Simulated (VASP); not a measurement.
## KBr (strained rocksalt), r²SCAN single-point calculation: VASP's output and Ansatz's

POSCAR

```
K  Br
 1.0000000000000000
     0.0141996657000000    3.3022478341000001    3.3022478341000001
     3.3022478341000001    0.0141996657000000    3.3022478341000001
     3.3164474998000002    3.3164474998000002    0.0000000000000000
 K   Br
   1   1
Cartesian
  0.0000000000000000  0.0000000000000000  0.0000000000000000
  3.3164474998000006  3.3164474998000006  3.3022478341000001
```

VASP ran with the recommended PBE PAW datasets (16 valence electrons in the cell).

From OUTCAR

```
k-points           NKPTS =     46   k-points in BZ     NKDIM =     46   number of bands    NBANDS=     15

   NELECT =      16.0000    total number of electrons

   dimension x,y,z NGX =    36 NGY =   36 NGZ =   36
   dimension x,y,z NGXF=    72 NGYF=   72 NGZF=   72

  energy-cutoff  :      520.00
  volume of cell :       72.02
      direct lattice vectors                 reciprocal lattice vectors
     0.014199666  3.302247834  3.302247834    -0.152065899  0.152065899  0.151412015
     3.302247834  0.014199666  3.302247834     0.152065899 -0.152065899  0.151412015
     3.316447500  3.316447500  0.000000000     0.150763731  0.150763731 -0.151412015

 k-points in reciprocal lattice and weights: KPOINTS created by Atomic Simulation Env
   0.00000000  0.00000000  0.00000000       0.005
   0.16666667  0.00000000  0.00000000       0.019
   0.33333333  0.00000000  0.00000000       0.019
   0.50000000 -0.00000000  0.00000000       0.009
   0.16666667  0.16666667  0.00000000       0.009
   0.33333333  0.16666667  0.00000000       0.019
   0.50000000  0.16666667  0.00000000       0.019
  -0.33333333  0.16666667  0.00000000       0.019
   ...

 E-fermi :  -2.0137

 k-point     1 :       0.0000    0.0000    0.0000
  band No.  band energies     occupation
      1     -31.0438      2.00000
      2     -14.8822      2.00000
      3     -13.7502      2.00000
      4     -13.7496      2.00000
      5     -13.7491      2.00000
      6      -2.1661      2.00000
      7      -2.1567      2.00000
      8      -2.1468      2.00000
      9       2.9169      0.00000
     10       6.0435      0.00000
     11       6.0794      0.00000
     12       6.1151      0.00000
     13       7.0587      0.00000
     14       7.0591      0.00000
     15       9.8913      0.00000

 k-point     2 :       0.1667    0.0000    0.0000
  band No.  band energies     occupation
      1     -31.0425      2.00000
      2     -14.9296      2.00000
      3     -13.7512      2.00000
      4     -13.7502      2.00000
      5     -13.6834      2.00000
      6      -2.5042      2.00000
      7      -2.2534      2.00000
      8      -2.2408      2.00000
      9       3.5682      0.00000
     10       5.9112      0.00000
     11       6.3842      0.00000
     12       6.4317      0.00000
     13       7.4243      0.00000
     14       7.4287      0.00000
     15      10.8953      0.00000

 k-point     3 :       0.3333    0.0000    0.0000
  band No.  band energies     occupation
      1     -31.0397      2.00000
      2     -15.0121      2.00000
      3     -13.7538      2.00000
      4     -13.7525      2.00000
      5     -13.5618      2.00000
      6      -3.0745      2.00000
      7      -2.4182      2.00000
      8      -2.4058      2.00000
      9       4.6347      0.00000
     10       6.1708      0.00000
     11       7.2986      0.00000
     12       7.3452      0.00000
     13       8.3401      0.00000
     14       8.3582      0.00000
     15      10.2338      0.00000

 k-point     4 :       0.5000   -0.0000    0.0000
  band No.  band energies     occupation
      1     -31.0384      2.00000
      2     -15.0487      2.00000
      3     -13.7551      2.00000
      4     -13.7536      2.00000
      5     -13.5052      2.00000
      6      -3.3173      2.00000
      7      -2.4961      2.00000
      8      -2.4838      2.00000
      9       4.9696      0.00000
     10       6.7216      0.00000
     11       8.3584      0.00000
     12       8.4041      0.00000
     13       8.6120      0.00000
     14       8.6592      0.00000
     15       9.7614      0.00000

 k-point     5 :       0.1667    0.1667    0.0000
  band No.  band energies     occupation
      1     -31.0421      2.00000
      2     -14.9247      2.00000
      3     -13.7587      2.00000
      4     -13.7578      2.00000
      5     -13.6764      2.00000
      6      -2.5950      2.00000
      7      -2.2537      2.00000
      8      -2.2321      2.00000
      9       3.7172      0.00000
     10       5.3910      0.00000
     11       6.7563      0.00000
     12       6.8241      0.00000
     13       7.2685      0.00000
     14       7.7512      0.00000
     15      11.1550      0.00000

 k-point     6 :       0.3333    0.1667    0.0000
  band No.  band energies     occupation
      1     -31.0398      2.00000
      2     -14.9577      2.00000
      3     -13.7633      2.00000
      4     -13.7626      2.00000
      5     -13.6237      2.00000
      6      -2.9347      2.00000
      7      -2.4034      2.00000
      8      -2.3729      2.00000
      9       4.6492      0.00000
     10       5.3022      0.00000
     11       7.5437      0.00000
     12       7.5875      0.00000
     13       7.8681      0.00000
     14       8.3018      0.00000
     15      10.2381      0.00000

 ...

  Total        0.0131982      0.0131982      0.0129333     -0.0202063      0.0000000      0.0000000
  in kB        0.2936126      0.2936126      0.2877197     -0.4495182      0.0000000      0.0000000
  external PRESSURE =       0.2916483 kB  Pullay stress =       0.0000000 kB

 POSITION                                       TOTAL-FORCE (eV/Angst)
 -----------------------------------------------------------------------------------
      0.00000      0.00000      0.00000         0.000000     -0.000000      0.000000
      3.31645      3.31645      3.30225        -0.000000      0.000000      0.000000
 -----------------------------------------------------------------------------------
    total drift:                                0.000000      0.000000      0.000000

  FREE ENERGIE OF THE ION-ELECTRON SYSTEM (eV)
  ---------------------------------------------------
  free  energy   TOTEN  =       -23.2485655449 eV

  energy  without entropy=      -23.2485655449  energy(sigma->0) =      -23.24856554
```

The two codes use different PAW datasets and cutoffs. VASP's cell holds 16 valence electrons and Ansatz's 16. Ansatz's stress includes a Pulay correction; VASP's doesn't.

**Question.** What does Ansatz give for the same cell and level of theory?

**Answer.** gap between bands v and c 5.06 eV; least direct gap 5.06 eV; pressure 0.0 GPa.

Ansatz printed

```
SCF 1 converged in 6 iterations: F = -4339.313178 eV  dr2 = 7.46e-11
  greatest PAW one-centre occupation: 0.989 electrons in one spin orbital (limit 2), on the K atom at site 0 (counted from 0), in its partial waves of l = 0
NSCF: frozen V_eff on 6 k-points
SCF converged after 6 iterations
Free energy (F): -4339.313178 eV
Harris-Foulkes:  -4339.313178 eV  (|F-HF|=4.55e-11)
Internal energy: -4339.313178 eV  (E = F + TS)
E sigma→0 (E₀):  -4339.313178 eV
Fermi energy:    0.660803 eV
--- Per-component energies (eV) ---
  E_band       = -144.695157
  E_kinetic    = 388.887082
  E_local      = -839.115769  (includes V_loc(G=0)·N_el)
  E_nonlocal   = 82.397462
  E_hartree    = 272.013530
  E_xc         = -385.710231
  E_vxc        = -302.342474  (∫ρ·V_xc dr)
  E_paw        = -3057.981449  (= ΣΔE_a)
  E_vpaw       = -35.694083  (= ΣTr[D̂ρ^β])
  E_aug_tail   = -0.000003  (compensation charges beyond the density's cutoff)
  E_vtau       = 17.145414  (kinetic-family band-sum trace: ∫τ·v_τ [+ j·A + Jᵃ·Aᵃ] dr)
  E_ewald      = -799.449420
  E_core_change = -0.354379  (= ΣΔE_core)
  E_smearing   = -0.000000  (= −TS)
  E_closure    = 0.000000  (closes the sum)
  Σ components = -4339.313178   (vs F -4339.313178, Δ=0.00e0)
--- Forces (eV/Å), atoms counted from 1 ---
  atom   1  K      0.00000000     0.00000000    -0.00000000
  atom   2  Br     0.00000000     0.00000000     0.00000000
  max |Σ_I F_I| component: 6.31e-30 eV/Å
--- Stress (GPa, compression-positive) ---
        0.033345      -0.045602       0.000000
       -0.045602       0.033345      -0.000000
        0.000000      -0.000000       0.032833
  P = ⅓ Tr σ = 0.0332 GPa (0.332 kbar)
--- Band table (eV; the first three rows and the last of 46) ---
  k-point 0: bands = ["-28.1647", "-12.0616", "-10.8711", "-10.8706", "-10.8700", "0.6415", "0.6510", "0.6608", "5.7221", "8.8501", "8.8859", "8.9216"]
  k-point 1: bands = ["-28.1633", "-12.1079", "-10.8723", "-10.8715", "-10.8047", "0.2933", "0.5620", "0.5749", "6.3699", "8.6888", "9.2095", "9.2566"]
  k-point 2: bands = ["-28.1607", "-12.1891", "-10.8748", "-10.8735", "-10.6844", "-0.2734", "0.3999", "0.4127", "7.4387", "8.9534", "10.1082", "10.1544"]
  k-point 45: bands = ["-28.1576", "-11.9595", "-10.9598", "-10.9061", "-10.9060", "-0.1684", "0.3508", "0.3776", "7.0110", "8.6659", "10.7688", "10.8415"]
```
